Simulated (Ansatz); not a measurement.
Input:

BeO:
Space group P6₃mc (No. 186); a = b = 2.665 Å, c = 4.329 Å, α = β = 90.00°, γ = 120.00°

```
atom  site  symmetry       x       y       z
----  ----  --------  ------  ------  ------
Be      2b       3m.  0.6667  0.3333  0.0002
O       2b       3m.  0.6667  0.3333  0.3778
```

This is the LDA-relaxed structure.

**Question.** All from LDA (plane waves, PAW; program Ansatz), unless another level is named. Predict the electron effective mass.

**Answer.** 0.58, 0.68, 0.68 mₑ (principal values).

**Question.** Give the band gap.

**Answer.** 7.94 eV (direct).

**Question.** What about the valence-band maximum?

**Answer.** at Γ.

**Question.** Give the weight of the conduction-edge state by species (Voronoi cells).

**Answer.** O 54 %, Be 46 %.

Space group P6_3mc (wurtzite). The LDA relaxation kept the symmetry of its start; phonons on a q-mesh show no instability.

Potentials: the later of the program's two PAW sets.
